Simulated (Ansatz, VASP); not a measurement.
**Pb: VASP beside Ansatz**

Contents of INCAR:

```
  PREC = Accurate
  ENCUT = 520
  EDIFF = 1E-7
  ISMEAR = 0
  SIGMA = 0.1
  LREAL = False
  LASPH = True
  NELM = 100
  ALGO = Fast
  ISIF = 2
  LWAVE = False
  LCHARG = False
  GGA = PS
  NBANDS = 21
```

Contents of KPOINTS:

```
regular mesh
0
Gamma
  12 12 6
```

Contents of POSCAR:

```
Pb
1.0
    3.5018737533      0.0000000000      0.0000000000
   -1.7509368767      3.0327116312      0.0000000000
    0.0000000000      0.0000000000      5.6917357730
Pb
2
Direct
    0.3333333333      0.6666666667      0.2500000000
    0.6666666667      0.3333333333      0.7500000000
```

Input for Ansatz:

```yaml
crystal:
  lattice:
    - [3.5018737533, 0.0, 0.0]
    - [-1.7509368767, 3.0327116312, 0.0]
    - [0.0, 0.0, 5.691735773]
  atoms:
    - { symbol: Pb, position: [0.3333333333, 0.6666666667, 0.25] }
    - { symbol: Pb, position: [0.6666666667, 0.3333333333, 0.75] }
basis:
  ecutwfc: 420
kpoints:
  mp_grid: { grid: [12, 12, 6] }
hamiltonian:
  xc: pbesol
scf:
  occupations: { method: gaussian, width: 0.1 }
output:
  forces: true
  stress: true
  eigenvalues: true
```

Change from the starting cell: band edges of the strained film's bulk.

Alike in both runs: task single point; functional PBEsol; k mesh 12 × 12 × 6; occupations gaussian, width 0.1 eV; no spin polarisation.

|  | VASP | Ansatz |
| --- | --- | --- |
| version | VASP 6.6.1 | Ansatz 0.2.0 |
| potentials or method | VASP PAW PBE potentials, release 64 (Pb_d) | scalar-relativistic, plane waves, PAW |
| plane-wave cutoff (eV) | 520 | 420 |
| valence electrons in the cell | 28 | 28 |

```tsv
	VASP	Ansatz	Ansatz less VASP
gap on the k mesh at the Fermi level (eV)	none	none	-
pressure (GPa)	-0.7	-0.7	+0.08
largest component of the traceless stress (GPa)	0.71	0.70	-0.004
```

A gap of «none» marks a metal or a gap that the smearing closes. With one functional, cell and mesh, what is left measures potentials, basis and numerics.

Caveats: the PAW data sets were made with another functional, which shifts forces and pressure a little (VASP). Spin-orbit coupling is left out, which matters for the levels of Pb.
